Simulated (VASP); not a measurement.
Input of a VASP 6.6.1 run:

INCAR

```
SYSTEM = CaF2
PREC     = Accurate       ! precision mode
ENCUT    = 520            ! plane-wave cutoff, eV
EDIFF    = 1E-7           ! SCF threshold, eV
ISMEAR   = 0              ! smearing method
SIGMA    = 0.05           ! smearing width, eV
LREAL    = .False.        ! projectors in reciprocal space
LASPH    = .True.         ! aspherical terms in the spheres
NELM     = 60             ! most SCF steps
ALGO     = Fast           ! electronic algorithm
ISIF     = 2              ! what is computed and relaxed
LWAVE    = .False.        ! write WAVECAR
LCHARG   = .True.         ! write CHGCAR
GGA      = PS             ! functional
LELF     = .True.         ! ELF
LVHAR    = .True.       
NBANDS   = 19             ! bands
```

The input KPOINTS:

```
Automatic mesh
0
Gamma
  8 8 8
  0 0 0
```

POSCAR

```
CaF2
1.0
    0.0000000000      2.7312500000      2.7312500000
    2.7312500000      0.0000000000      2.7312500000
    2.7312500000      2.7312500000      0.0000000000
Ca F
1 2
Direct
    0.0000000000      0.0000000000      0.0000000000
    0.2500000000      0.2500000000      0.2500000000
    0.7500000000      0.7500000000      0.7500000000
```

Potentials or basis: VASP PAW PBE potentials, release 64 (Ca_sv, F).

Launch:

```console
$ cat potpaw_PBE.64/Ca_sv/POTCAR potpaw_PBE.64/F/POTCAR > POTCAR
$ mpirun -np 1 vasp_std > vasp.out
```

(1) Predict the band gap on the k mesh.

(2) What does it give for the pressure?

Results:

(1) 7.09 eV, indirect (least direct gap 7.35 eV).

(2) -1.7 GPa.

Caveat: the PAW data sets were made with another functional, which shifts forces and pressure a little.
